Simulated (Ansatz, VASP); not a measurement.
# Cross-check of CdTe between VASP and Ansatz, part 2 of 2

Aim: how closely do two programs agree when they are given the same cell, functional and k mesh? The cell is taken from a series of VASP runs on this material, whose earlier steps may have relaxed, scaled or displaced it; both programs get it as it stands. Other levels of theory on this material are compared in a session of their own.

VASP 6.6.1 and Ansatz 0.2.0.

So far. Step 2 (VASP: band structure, PBEsol, spin-orbit coupling): The run ends at a pressure of 1.58 GPa.

### Step 3. Ansatz: band structure, PBEsol, spin-orbit coupling

Level of this step: Ansatz beside VASP: Kohn-Sham DFT, plane waves, PBEsol, spin-orbit coupling (Ansatz).

Ansatz runs on its fully relativistic PAW (standard-fr) files.

The same cell, functional, mesh and smearing now go to Ansatz, which takes its cutoff from its data sets.

Contents of input.yaml:

```yaml
crystal:
  lattice:
    - [0.0, 3.205, 3.205]
    - [3.205, 0.0, 3.205]
    - [3.205, 3.205, 0.0]
  atoms:
    - { symbol: Cd, position: [0.0, 0.0, 0.0] }
    - { symbol: Te, position: [0.75, 0.75, 0.75] }
hamiltonian:
  xc: pbesol
  pseudopotentials: { kind: paw_fr }
magnetization:
  noncollinear: true
  spin_orbit: true
kpoints:
  mp_grid: { grid: [8, 8, 8] }
  band_path:
    path:
      - [0.0, 0.0, 0.0]
      - [0.16667, 0.0, 0.16667]
      - [0.33333, 0.0, 0.33333]
      - [0.5, 0.0, 0.5]
      - [0.5, 0.08333, 0.58333]
      - [0.5, 0.18333, 0.68333]
      - [0.5, 0.25, 0.75]
      - [0.45, 0.3, 0.75]
      - [0.40833, 0.34167, 0.75]
      - [0.35, 0.35, 0.7]
      - [0.225, 0.225, 0.45]
      - [0.075, 0.075, 0.15]
      - [0.03333, 0.03333, 0.03333]
      - [0.23333, 0.23333, 0.23333]
      - [0.4, 0.4, 0.4]
      - [0.51667, 0.46667, 0.51667]
      - [0.55833, 0.38333, 0.55833]
      - [0.60833, 0.28333, 0.60833]
      - [0.60833, 0.25, 0.64167]
      - [0.55833, 0.25, 0.69167]
      - [0.51667, 0.25, 0.73333]
      - [0.5, 0.3, 0.7]
      - [0.5, 0.38333, 0.61667]
      - [0.5, 0.48333, 0.51667]
      - [0.475, 0.475, 0.55]
      - [0.425, 0.425, 0.65]
      - [0.38333, 0.38333, 0.73333]
      - [0.59167, 0.18333, 0.59167]
      - [0.55, 0.1, 0.55]
      - [0.5, 0.0, 0.5]
    npoints: 1
scf:
  occupations: { method: gaussian, width: 0.02 }
  n_extra_bands: 14
output:
  forces: true
  stress: true
  eigenvalues: true
```

Command:

```bash
> ansatz run input.yaml --threads 2 --pin off --max-ram 4608MiB --backend cpu --events-out ev --progress --plain --runs-dir out
```

Numbers of over 12 decimals in the logs are rounded to 6 here.

The log of the run:

```text
scf.n_extra_bands = 14 over 36 filled bands (N_el = 36.0): the run solves 50 bands
Engine: ansatz 0.2.0, aarch64-unknown-linux-gnu
Pseudopotentials: kind: paw_fr
Pseudopotential: Cd, paw_fr, valence charge 20, recommended cutoff 420 eV (normal), Cd.paw.azcp#standard-fr
Pseudopotential: Te, paw_fr, valence charge 16, recommended cutoff 420 eV (normal), Te.paw.azcp#standard-fr
Functional definition: PBEsol
  exchange = pbesol_x
  correlation = pbesol_c
non-collinear run that drives no moment, with spin-orbit: no starting moment large enough to seed its density (crystal.atoms[].spin), no starting occupations that ask for one, no magnetisation constraint and no magnetic field, so the semilocal B_xc is pinned to zero
Crystal: 2 atoms, lattice volume = 65.844 Å³
Basis set: ecut = 420 eV, 1243 PW (Γ), exchange–correlation on 64×64×64 points (8 copies of the dense FFT grid, shifted against one another)
Bands: 50, of which v1, the nominal top of the filled ones, is band 36 counted from 1 (35 counted from 0)
Symmetry: 24 space group operations + 24 with time reversal
Magnetic group: BNS 216.75 (UNI 1577), of the structure as read, at distance tolerance 4.0e-5 Å
k-points: 29 of 512 (time reversal used)
Projection manifold: j_resolved (fully-relativistic pseudo-atomic orbitals)
Non-local potential: Cd, projectors of the file, l = 0: 3, l = 1: 4, l = 2: 4, l = 3: 2
Non-local potential: Te, projectors of the file, l = 0: 2, l = 1: 4, l = 2: 4, l = 3: 4
PAW form: soft (Blöchl's): semilocal exchange-correlation on the pseudo side does not see the compensation charge
PAW frozen core: Cd, regenerated for the run's functional, and the local potential with it (the file was generated under x = pbe(κ = 0.804, μ = 0.219515), c = pbe(β = 0.066725))
PAW frozen core: Te, regenerated for the run's functional, and the local potential with it (the file was generated under x = pbe(κ = 0.804, μ = 0.219515), c = pbe(β = 0.066725))
PAW one-centre angular grid: Cd, 590 points (default); XC on 64 Gauss nodes
PAW one-centre angular grid: Te, 590 points (default); XC on 64 Gauss nodes
Initial density: superposition of atomic densities (chi_scale 0.1, normalization cell, long waves kept (reshape's long-wave potential 0.00 eV rms))
Initial wavefunctions: pseudopotential atomic-orbital guess
Functional: x = pbesol(κ = 0.804, μ = 0.123457), c = pbesol(β = 0.046)
SCF iter   1: F=—  HF=-15091.686308 eV  |F-HF|=—  |Δ(HF+E_count)|=         —  Δρ=2.16e-2  dr2=2.14e-1  dr2_m=0.00e0 (ungated)  ethr=3.10e-3  |M|=0.00e0 ∫|m|=0.00e0 μB  |m|>n=0.0e0 m-floor=0.0e0 τ_xc=0.0e0  β_m=0.30  ⟨swp⟩=8.7  Hψ=7695  notcnv=0  defer=51
preconditioner: auto → none  [insulator: Δε(μ)=0.465 eV  Ē_g=13.612 eV  σ=0.020 eV  W_gap=1.00  n_scr=14 (ndim 8)  ℏωp=19.4 eV  f_vac=0.142  D(μ)=0.00/eV (n_scr^D=0)  ε∞_Penn≈3.0]
SCF iter   2: F=—  HF=-15091.639060 eV  |F-HF|=—  |Δ(HF+E_count)|=   4.72e-2  Δρ=1.26e-2  dr2=7.36e-2  dr2_m=0.00e0 (ungated)  ethr=5.95e-4  |M|=0.00e0 ∫|m|=0.00e0 μB  |m|>n=0.0e0 m-floor=0.0e0 τ_xc=0.0e0  β_m=0.47  ⟨swp⟩=3.0  Hψ=2548  notcnv=0  defer=222
SCF iter   3: F=—  HF=-15091.624218 eV  |F-HF|=—  |Δ(HF+E_count)|=   1.48e-2  Δρ=3.73e-3  dr2=5.66e-3  dr2_m=0.00e0 (ungated)  ethr=2.04e-4  |M|=0.00e0 ∫|m|=0.00e0 μB  |m|>n=0.0e0 m-floor=0.0e0 τ_xc=0.0e0  β_m=0.50  ⟨swp⟩=2.0  Hψ=2224  notcnv=0  defer=222
SCF iter   4: F=—  HF=-15091.623349 eV  |F-HF|=—  |Δ(HF+E_count)|=   8.69e-4  Δρ=6.34e-4  dr2=9.79e-5  dr2_m=0.00e0 (ungated)  ethr=1.57e-5  |M|=0.00e0 ∫|m|=0.00e0 μB  |m|>n=0.0e0 m-floor=0.0e0 τ_xc=0.0e0  β_m=0.55  ⟨swp⟩=2.0  Hψ=1930  notcnv=0  defer=222
SCF iter   5: F=—  HF=-15091.623370 eV  |F-HF|=—  |Δ(HF+E_count)|=   2.10e-5  Δρ=1.71e-4  dr2=7.18e-6  dr2_m=0.00e0 (ungated)  ethr=2.72e-7  |M|=0.00e0 ∫|m|=0.00e0 μB  |m|>n=0.0e0 m-floor=0.0e0 τ_xc=0.0e0  β_m=0.69  ⟨swp⟩=2.0  Hψ=2038  notcnv=0  defer=222
SCF iter   6: F=—  HF=-15091.623375 eV  |F-HF|=—  |Δ(HF+E_count)|=   4.52e-6  Δρ=2.05e-5  dr2=3.94e-7  dr2_m=0.00e0 (ungated)  ethr=1.99e-8  |M|=0.00e0 ∫|m|=0.00e0 μB  |m|>n=0.0e0 m-floor=0.0e0 τ_xc=0.0e0  β_m=0.71  ⟨swp⟩=2.3  Hψ=1849  notcnv=0  defer=222
SCF iter   7: F=-15091.623375 eV  HF=-15091.623375 eV  |F-HF|=1.89e-9  |Δ(HF+E_count)|=   5.90e-8  Δρ=5.41e-6  dr2=1.98e-8  dr2_m=0.00e0 (ungated)  ethr=2.78e-10  |M|=0.00e0 ∫|m|=0.00e0 μB  |m|>n=0.0e0 m-floor=0.0e0 τ_xc=0.0e0  ⟨swp⟩=11.8  Hψ=7097  notcnv=0
SCF 1 converged in 7 iterations: F = -15091.623375 eV  dr2 = 1.98e-8
  greatest PAW one-centre occupation: 1.000 electrons in one spin orbital (limit 2), on the Cd atom at site 0 (counted from 0), in its partial waves of l = 0
NSCF: frozen V_eff on 30 k-points
SCF converged after 7 iterations
Magnetization: |M| = 0.0000 μB,  M = (+0.0000, +0.0000, +0.0000) μB
Absolute magnetization: 0.0000 μB (∫|m|)
  site 0: m = (+0.0000, +0.0000, +0.0000) μB, |m| = 0.0000 μB  (R = 1.14 Å)
  site 1: m = (+0.0000, +0.0000, +0.0000) μB, |m| = 0.0000 μB  (R = 1.14 Å)
Free energy (F): -15091.623375 eV
Harris-Foulkes:  -15091.623375 eV  (|F-HF|=1.89e-9)
Internal energy: -15091.623375 eV  (E = F + TS)
E sigma→0 (E₀):  -15091.623375 eV
Fermi energy:    8.320217 eV
--- Per-component energies (eV) ---
  E_band       = -780.212443
  E_kinetic    = 686.908574
  E_local      = -5349.511113  (includes V_loc(G=0)·N_el)
  E_nonlocal   = -272.625914
  E_hartree    = 2700.159708
  E_xc         = -299.302566
  E_vxc        = -325.801325  (∫ρ·V_xc dr)
  E_paw        = -8603.229347  (= ΣΔE_a)
  E_vpaw       = -919.500654  (= ΣTr[D̂ρ^β])
  E_aug_tail   = -0.000209  (compensation charges beyond the density's cutoff)
  E_ewald      = -3954.745301
  E_core_change = 0.722793  (= ΣΔE_core)
  E_smearing   = -0.000000  (= −TS)
  E_closure    = -0.000000  (closes the sum)
  Σ components = -15091.623375   (vs F -15091.623375, Δ=0.00e0)
--- Forces (eV/Å), atoms counted from 1 ---
  atom   1  Cd    -0.00000000     0.00000000    -0.00000000
  atom   2  Te     0.00000000    -0.00000000     0.00000000
  max |Σ_I F_I| component: 1.58e-16 eV/Å
--- Stress (GPa, compression-positive) ---
        1.671827       0.000000      -0.000000
       -0.000000       1.671827       0.000000
        0.000000       0.000000       1.671827
  P = ⅓ Tr σ = 1.6718 GPa (16.718 kbar)
--- Band table (eV; the first three rows and the last of 29) ---
  k-point 0: bands = [... 32 lower, 8.0779, 8.0779, 8.0779, 8.0779, 8.5620, 8.5620, 12.0960, 12.0960, ... 10 higher]
  k-point 1: bands = [... 32 lower, 7.4196, 7.4196, 7.9144, 7.9304, 9.4709, 9.4709, 12.2639, 12.2639, ... 10 higher]
  k-point 2: bands = [... 32 lower, 7.0566, 7.0566, 7.5885, 7.6092, 9.7630, 9.7630, 12.7916, 12.7916, ... 10 higher]
  k-point 28: bands = [... 32 lower, 5.0117, 5.4678, 5.4719, 5.4918, 11.8823, 12.3054, 12.3691, 12.4409, ... 10 higher]
```

Wall time 20 s (2 threads of Arm Neoverse V2, shared host); peak memory 0.58 GiB; 40 s of CPU time.

The column dr2 measures how far the density is from self-consistency, as an energy; F and HF (Harris–Foulkes) agree once it is small.

### Step 4. Differences

Known differences besides the potentials themselves: spin-orbit coupling enters by fully relativistic files in Ansatz and inside the spheres in VASP; the data sets hold 36 valence electrons in Ansatz (fully relativistic PAW (standard-fr) files) and 18 in VASP; the cutoff is 420 eV in Ansatz and 400 eV in VASP; Ansatz makes its cores anew for this functional, VASP keeps those of its PBE data sets. Total energies have different zeros and are not compared.

Both answers:

```tsv
quantity	Ansatz	VASP	difference
pressure (GPa)	1.67	1.58	+0.09
gap over the path points (eV)	0.484	0.487	-0.003
```

Levels at points of the path, from each program's valence-band top (eV; 8 filled, then empty):

```tsv
k (reciprocal lattice)	Ansatz	VASP
0.000 0.000 0.000	-8.18 -8.18 -0.88 -0.88 0.00 0.00 0.00 0.00 0.48 0.48 4.02 4.02 4.38 4.38	-8.18 -8.18 -0.84 -0.84 0.00 0.00 0.00 0.00 0.49 0.49 4.01 4.01 4.35 4.35
0.167 0.000 0.167	-8.14 -8.14 -2.15 -2.15 -1.13 -1.13 -0.72 -0.72 2.27 2.27 3.30 3.30 5.21 5.21	-8.15 -8.15 -2.15 -2.15 -1.12 -1.12 -0.72 -0.72 2.29 2.29 3.29 3.29 5.21 5.21
0.333 0.000 0.333	-7.97 -7.97 -3.92 -3.92 -2.07 -2.07 -1.72 -1.72 2.33 2.33 2.80 2.80 6.95 6.95	-7.98 -7.98 -3.92 -3.92 -2.06 -2.06 -1.72 -1.72 2.32 2.32 2.80 2.80 6.95 6.95
0.500 0.000 0.500	-7.71 -7.71 -4.80 -4.80 -2.46 -2.46 -2.12 -2.12 2.15 2.15 2.32 2.32 8.40 8.40	-7.71 -7.71 -4.81 -4.81 -2.45 -2.45 -2.12 -2.12 2.14 2.14 2.31 2.31 8.45 8.45
0.500 0.083 0.583	-7.73 -7.65 -4.83 -4.72 -2.65 -2.48 -2.26 -2.22 2.46 2.51 2.59 2.71 7.68 7.84	-7.73 -7.66 -4.83 -4.73 -2.64 -2.47 -2.27 -2.23 2.45 2.50 2.58 2.69 7.69 7.86
0.500 0.183 0.683	-7.71 -7.58 -4.82 -4.59 -2.98 -2.61 -2.52 -2.50 3.41 3.62 3.63 3.74 6.03 6.14	-7.72 -7.59 -4.81 -4.60 -2.96 -2.61 -2.53 -2.50 3.42 3.62 3.63 3.74 6.03 6.14
0.500 0.250 0.750	-7.71 -7.56 -4.81 -4.55 -3.07 -2.61 -2.61 -2.59 3.80 4.23 4.29 4.36 5.14 5.33	-7.71 -7.57 -4.80 -4.56 -3.05 -2.62 -2.61 -2.59 3.83 4.23 4.29 4.36 5.14 5.33
0.450 0.300 0.750	-7.72 -7.58 -4.81 -4.56 -3.12 -2.79 -2.37 -2.28 3.29 3.43 4.15 4.35 5.76 5.87	-7.72 -7.58 -4.81 -4.57 -3.11 -2.80 -2.37 -2.29 3.29 3.42 4.17 4.35 5.76 5.87
0.408 0.342 0.750	-7.73 -7.60 -4.81 -4.58 -3.18 -2.89 -2.06 -2.00 2.67 2.73 4.12 4.32 6.58 6.65	-7.74 -7.60 -4.81 -4.59 -3.17 -2.90 -2.05 -2.00 2.67 2.72 4.13 4.32 6.58 6.65
0.350 0.350 0.700	-7.76 -7.61 -4.79 -4.53 -3.27 -2.96 -1.80 -1.78 2.60 2.64 4.52 4.79 6.71 6.82	-7.76 -7.62 -4.79 -4.54 -3.26 -2.97 -1.80 -1.78 2.59 2.63 4.54 4.80 6.71 6.80
```

Among the levels compared at these points, filled levels agree within 36 meV and empty ones within 46 meV. Ansatz's pressure holds a Pulay correction of 0.03 GPa; VASP's holds none.

### Step 5. Results

```yaml
difference_in_gap_over_the_path_points_band_structure_pbesol_spin_orbit_coupling: -0.0034 eV
```

What this shows: The difference in gap over the path points is -0.0034 eV (band structure, PBEsol, spin-orbit coupling), within the 0.08 eV picked in this series as the mark of a large difference. 4 further runs of this series are not shown here. How closely two codes agree says nothing of how well the functional describes the real material.

[Lines on the potential files, build, host, timing and source positions are cut from VASP's logs without a mark.]

[Logs are printed without paths, hosts, clocks, repeated set-up lines and the standing remarks that a program may print on its own settings, such as how far it seeks lower states.]

[Hosts, paths, dates, database ids (printed as entryN), source tags and the programs' standing remarks are cut or masked in the printed files.]
